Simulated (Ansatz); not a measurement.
LaAlO₃ (R-3c-perovskite type, space group R-3c)

```yaml
crystal:
  lattice:
    - [2.70658, 1.56264, 4.39781]
    - [-2.70658, 1.56264, 4.39781]
    - [0.00000, -3.12528, 4.39781]
  atoms:
    - { symbol: La, position: [0.25000, 0.25000, 0.25000] }
    - { symbol: La, position: [0.75000, 0.75000, 0.75000] }
    - { symbol: Al, position: [0.00000, 0.00000, 0.00000] }
    - { symbol: Al, position: [0.50000, 0.50000, 0.50000] }
    - { symbol: O, position: [0.78891, 0.71109, 0.25000] }
    - { symbol: O, position: [0.25000, 0.78891, 0.71109] }
    - { symbol: O, position: [0.71109, 0.25000, 0.78891] }
    - { symbol: O, position: [0.21109, 0.28891, 0.75000] }
    - { symbol: O, position: [0.75000, 0.21109, 0.28891] }
    - { symbol: O, position: [0.28891, 0.75000, 0.21109] }
```

The volume is varied about the relaxed value V₀ at fixed cell shape. The atoms relax within the cell's symmetry.

These are PBE (plane waves to 420 eV, PAW, scalar-relativistic; Ansatz, an electronic-structure program) values and carry that method's errors. k mesh 8×8×8 (Γ-centred), Fermi-Dirac smearing 0.05 eV. E stands for the smeared free energy. Compression counts positive. With the shape held, the modulus is that of even scaling; a crystal free to change shape is softer. LaAlO3 is run without spin polarisation. LaAlO3 was relaxed with its symmetry unable to fall. ΔE is measured from the relaxed starting cell.

The scan covers V/V₀ from 0.840 to 1.160 in 13 points.

Task: What pressure does the cell carry at V/V₀ = 0.840?

Result: 45.8 GPa.

Task: What is ΔE at V/V₀ = 1.160?

Result: 122.8 meV/atom.

Task: What is ΔE at V/V₀ = 0.840?

Result: 217.8 meV/atom.

(A scan under strain: stresses follow from slopes of the energy per volume, elastic moduli from its curvatures.)
